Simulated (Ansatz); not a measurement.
**Cost and result for the equilibrium volume of Sn**

```yaml
crystal:
  lattice:
    - [-2.94014, 2.94014, 1.59930]
    - [2.94014, -2.94014, 1.59930]
    - [2.94014, 2.94014, -1.59930]
  atoms:
    - { symbol: Sn, position: [0.00000, 0.00000, 0.00000] }
    - { symbol: Sn, position: [0.75000, 0.25000, 0.50000] }
```

| rung | level | program and potentials | cutoff (eV) | k mesh | smearing | spin | core time | chip | equilibrium volume (Å³/atom) | notes |
| --- | --- | --- | --- | --- | --- | --- | --- | --- | --- | --- |
| GGA + dispersion | PBE+D4 | Ansatz, Ansatz PAW | 420 | 9 × 9 × 9 | fermi-dirac 0.05 | off | 28 s | Intel Xeon Skylake/Cascade Lake | 27.18 | - |
| GGA + dispersion | PBE+D3(BJ) | Ansatz, Ansatz PAW | 420 | 9 × 9 × 9 | fermi-dirac 0.05 | off | 28 s | Intel Xeon Skylake/Cascade Lake | 27.22 | - |
| GGA | PBE | Ansatz, Ansatz PAW | 420 | 9 × 9 × 9 | fermi-dirac 0.05 | off | 30 s | Intel Xeon Skylake/Cascade Lake | 28.43 | - |
| GGA | RPBE | Ansatz, Ansatz PAW | 420 | 9 × 9 × 9 | fermi-dirac 0.05 | off | 31 s | Intel Xeon Skylake/Cascade Lake | 29.29 | potentials made for PBE, which Ansatz adapts in part |
| GGA | PBEsol | Ansatz, Ansatz PAW | 420 | 9 × 9 × 9 | fermi-dirac 0.05 | off | 32 s | Intel Xeon Skylake/Cascade Lake | 26.89 | potentials made for PBE, which Ansatz adapts in part |
| GGA | PBEsol | Ansatz, Ansatz PAW | 420 | 7 × 7 × 7 | fermi-dirac 0.1 | SOC, no magnetisation | 47 s | Arm Neoverse V1 | 26.81 | potentials made for PBE, which Ansatz adapts in part |
| hybrid | HSE06 | Ansatz, Ansatz PAW | 420 | 5 × 5 × 5 | fermi-dirac 0.05 | off | 7.7 min | Intel Xeon Skylake/Cascade Lake | 27.46 | coarse mesh; potentials made for PBE, which Ansatz adapts in part |
| hybrid | B3LYP | Ansatz, Ansatz PAW | 420 | 5 × 5 × 5 | fermi-dirac 0.05 | off | 8.3 min | Intel Xeon Skylake/Cascade Lake | 29.56 | coarse mesh; potentials made for PBE, which Ansatz adapts in part |
| Hartree-Fock | HF | Ansatz, Ansatz PAW | 420 | 5 × 5 × 5 | fermi-dirac 0.05 | off | 13 min | Intel Xeon Skylake/Cascade Lake | 29.03 | coarse mesh; potentials made for PBE, which Ansatz adapts in part |

Times are single runs on shared hosts and different chips, so they are rough; meshes, cutoffs and the tasks' sizes weigh on the time. Task: relaxation of cell and atoms. Smearing widths are in eV. For a metal such meshes aren't converged. Meshes differ between rows, which moves values too. Meshes are those of the run's cell of 2 atoms unless a note names another. Relaxations start from the cell shown or near it and stop with a little pressure left. Runs on faulty files, with rough fits or with known faults for this quantity aren't shown.

By rung: GGA + dispersion 27.18 to 27.22; GGA 26.81 to 29.29; hybrid on coarse meshes 27.46 to 29.56; Hartree-Fock on coarse meshes 29.03 (Å³/atom).
